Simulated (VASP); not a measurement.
VASP 6.6.1 run: NaH

INCAR

```
LCHARG = .FALSE.
NSW = 0
ISIF = 2
METAGGA = R2SCAN
LREAL = .FALSE.
ALGO = Normal
ISYM = 0
IBRION = -1
NELM = 64
LASPH = .TRUE.
ISMEAR = 1
PREC = Accurate
NBANDS = 11
ENCUT = 520
MAGMOM = 0.5 -0.5
SIGMA = 0.2
EDIFF = 1E-7
ISPIN = 2
LWAVE = .FALSE.
```

KPOINTS

```
KPOINTS created by Atomic Simulation Environment
0
Gamma
4 4 4
0 0 0
```

POSCAR

```
Na H
 1.0000000000000000
     2.9323912064000002    0.0000000000000000    0.0000000000000000
     0.0000000000000000    2.9323912064000002    0.0000000000000000
     0.0000000000000000    0.0000000000000000    2.7933958632000002
 Na  H
   1   1
Cartesian
  0.0000000000000000  0.0000000000000000  0.0000000000000000
  1.4661956032000001  1.4661956032000001  1.3966979316000001
```

The recommended PBE PAW datasets give the neutral cell 8 valence electrons.

Command

```
mpirun -np 1 vasp_std
```

Question: How does this run end, and what does it give?

Answer: It converged. Results: pressure 1.2 GPa; magnetic moment of the cell 0.00 μB.

OSZICAR

```
N       E                     dE             d eps       ncg     rms          rms(c)
DAV:   1     0.380665022969E+02    0.38067E+02   -0.46510E+03  1599   0.795E+02
DAV:   2    -0.634548946840E+01   -0.44412E+02   -0.43515E+02  1665   0.210E+02
DAV:   3    -0.761925994120E+01   -0.12738E+01   -0.12719E+01  1913   0.347E+01
DAV:   4    -0.762699122456E+01   -0.77313E-02   -0.77305E-02  1812   0.263E+00
DAV:   5    -0.762705964671E+01   -0.68422E-04   -0.68421E-04  1863   0.253E-01    0.491E+00
DAV:   6    -0.736280520033E+01    0.26425E+00   -0.71287E-01  1635   0.714E+00    0.228E+00
DAV:   7    -0.723753863254E+01    0.12527E+00   -0.30264E-01  1941   0.356E+00    0.155E+00
DAV:   8    -0.724724019299E+01   -0.97016E-02   -0.10214E-01  1743   0.199E+00    0.358E-01
DAV:   9    -0.724951824856E+01   -0.22781E-02   -0.64907E-03  1731   0.583E-01    0.197E-01
DAV:  10    -0.725061881862E+01   -0.11006E-02   -0.98947E-04  1662   0.404E-01    0.869E-02
DAV:  11    -0.725088810633E+01   -0.26929E-03   -0.62500E-04  1665   0.223E-01    0.154E-02
DAV:  12    -0.725089700466E+01   -0.88983E-05   -0.29941E-05  1791   0.445E-02    0.423E-03
DAV:  13    -0.725091309727E+01   -0.16093E-04   -0.39900E-06  1791   0.188E-02    0.239E-03
DAV:  14    -0.725091916501E+01   -0.60677E-05   -0.12076E-06  1668   0.119E-02    0.125E-03
DAV:  15    -0.725091905903E+01    0.10598E-06   -0.14251E-07  1722   0.282E-03    0.614E-04
DAV:  16    -0.725091873722E+01    0.32181E-06   -0.62066E-08  1682   0.222E-03    0.143E-04
DAV:  17    -0.725091867851E+01    0.58705E-07   -0.86072E-09  1231   0.101E-03
   1 F= -.72509187E+01 E0= -.72509791E+01  d E =0.181185E-03  mag=    -0.0000
```

Standard output (part)

```
POSCAR found type information on POSCAR NaH
 POSCAR found :  2 types and       2 ions
 LDA part: xc-table for (None), standard interpolation
 POSCAR, INCAR and KPOINTS ok, starting setup
 WAVECAR not read
 entering main loop
```

These settings aren't sound, so the numbers aren't properties of the crystal.

On sound settings r²SCAN gives a gap of 1.44 eV on its mesh and a pressure of 1.1 GPa for the intended cell.
